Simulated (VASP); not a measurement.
Here is a VASP 6.6.1 calculation.

INCAR

```
ALGO = Fast ; EDIFF = 1E-6
ENCUT = 520 ; GGA = PS
ISIF = 2 ; ISMEAR = 0
LASPH = T ; LCHARG = F
LREAL = F ; LWAVE = F
NBANDS = 16 ; NELM = 100
PREC = Accurate ; SIGMA = 0.02
```

The input KPOINTS:

```
k-points
0
Gamma
  9 9 9
```

File POSCAR:

```
ZnS
1.0
    4.0125456552      0.0000000000      0.0000000000
   -2.0062728276      3.4749664712      0.0000000000
    2.0062728276     -1.1583221571      2.9854113477
Zn S
1 1
Direct
    0.0048828599     -0.0048828599     -0.0146485797
    0.7451171401      0.2548828599      0.7646485797
```

Potentials or basis: VASP PAW PBE potentials, release 64 (Zn, S).

Command:

```bash
$ cat potpaw_PBE.64/Zn/POTCAR potpaw_PBE.64/S/POTCAR > POTCAR
$ mpirun -np 1 vasp_std > vasp.out
```

Q: What does it give for the band gap on the k mesh?

A: 1.44 eV, direct.

Q: Predict the pressure.

A: -5.0 GPa.

Stress tensor (GPa, compression positive):
```
-7.57  0.00  0.00
 0.00 -7.57  0.00
 0.00  0.00  0.26
```

Caveat: the PAW data sets were made with another functional, which shifts forces and pressure a little.
